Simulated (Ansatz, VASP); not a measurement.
# TaN: VASP beside Ansatz

File INCAR:

```
SYSTEM = TaN
PREC = Accurate
ENCUT = 520
EDIFF = 1E-7
ISMEAR = -1
SIGMA = 0.05
LREAL = .FALSE.
LASPH = .TRUE.
NELM = 80
ALGO = Normal
ISIF = 2
LWAVE = .FALSE.
LCHARG = .TRUE.
GGA = PS
LELF = .TRUE.
LVHAR = .TRUE.
NBANDS = 15
```

File KPOINTS:

```
Automatic mesh
0
G
  10 10 10
  0 0 0
```

File POSCAR:

```
TaN
1.0
    0.0000000000      2.2404226923      2.2404226923
    2.2404226923      0.0000000000      2.2404226923
    2.2404226923      2.2404226923      0.0000000000
Ta N
1 1
Direct
    0.5000000000      0.5000000000      0.5000000000
    0.0000000000      0.0000000000      0.0000000000
```

The input input.yaml:

```yaml
crystal:
  lattice:
    - [0.0, 2.2404226923, 2.2404226923]
    - [2.2404226923, 0.0, 2.2404226923]
    - [2.2404226923, 2.2404226923, 0.0]
  atoms:
    - { symbol: Ta, position: [0.5, 0.5, 0.5] }
    - { symbol: "N", position: [0.0, 0.0, 0.0] }
kpoints:
  mp_grid: { grid: [10, 10, 10] }
scf:
  occupations: { method: fermi_dirac, width: 0.05 }
hamiltonian:
  xc: pbesol
  pseudopotentials: { kind: all_electron, lapw: { basis_error: 0.0005 } }
output:
  forces: true
  stress: true
  eigenvalues: true
```

Change from the starting cell: volume scaled by 1.04.

Alike in both runs: task single point; functional PBEsol; k mesh 10 × 10 × 10; occupations fermi-dirac, width 0.05 eV; no spin polarisation.

|  | VASP | Ansatz |
| --- | --- | --- |
| version | VASP 6.6.1 | Ansatz 0.2.0 |
| potentials or method | VASP PAW PBE potentials, release 64 (Ta_pv, N) | all-electron LAPW, scalar-relativistic |
| plane-wave cutoff (eV) | 520 | see its input |

VASP gave:

```
gap on the k mesh at the Fermi level (eV) : none
pressure (GPa)                            : -21.1
```

Task: What did Ansatz give for the same quantities?

Result: gap on the k mesh at the Fermi level (eV): none; pressure (GPa): -21.6.

A gap of «none» marks a metal or a gap that the smearing closes. Ansatz ran all-electron here, so the differences hold the error of VASP's frozen core and of both bases.

Caveats: so large a pressure means that the cell lies far from this level's equilibrium, or that cutoff or potentials fall short (VASP); the potentials were made for another functional, which shifts forces and pressure (VASP). Spin-orbit coupling is left out, which matters for the levels of Ta.
